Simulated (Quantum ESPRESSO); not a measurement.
SnO2 under changes of volume

One of the cells (14.496 Å³/atom); the others are scaled copies at fixed shape and fractional positions:

```
Sn O
1.0
     1.61709    0.93363    4.80059
    -1.61709    0.93363    4.80059
     0.00000   -1.86726    4.80059
Sn O
1 2
Direct
  0.50000 0.50000 0.50000
  0.76283 0.76283 0.76283
  0.23717 0.23717 0.23717
```

Measurements of this composition are mostly on another form, of space group No. 136.

* Program: Quantum ESPRESSO 7.5
* Functional: PBEsol
* Potentials or basis: GBRV 1.5 PBEsol
* Cutoff: 925 eV
* Density cutoff: 7401 eV
* k mesh: 10 × 10 × 10
* Occupations: fermi-dirac, width 0.05 eV
* Spin: no spin polarisation

```csv
volume (Å³/atom),energy over the lowest point (meV/atom),pressure (GPa),gap on the mesh (eV),largest force (eV/Å)
13.626,5.18,4.5,2.27,0.321
13.916,0.00,1.0,2.13,0.067
14.206,0.93,-2.2,1.99,0.165
14.496,?,?,?,?
14.785,18.42,-7.5,1.74,0.570
15.075,33.83,-9.7,1.63,0.747
15.365,53.02,-11.7,1.52,0.908
```

**Question.** What does the run at 14.496 Å³/atom give?

**Answer.** Energy over the lowest point 7.27 meV/atom; pressure -5.0 GPa; gap on the mesh 1.86 eV; largest force 0.377 eV/Å.

Worked out: A Birch-Murnaghan fit of order 3 (a polynomial in V^(-2/3)) to the other rows has its minimum at 14.01 Å³/atom with B0 = V·E''(V) = 157 GPa and B' = 4.8 at fixed shape and positions, which overstates the stiffness. It gives 7.30 meV/atom at 14.496 Å³/atom, against the run's 7.27, and -dE/dV = -4.9 GPa, against -5.0. A straight line through the other rows of the gap, of slope -6.25 eV per unit of ln V, gives 1.87 eV, against the run's 1.86.

Energies are extrapolated to zero smearing.

Caveats: spin-orbit coupling is left out, which moves the levels of the heavy elements.

A mesh can miss the band edges.
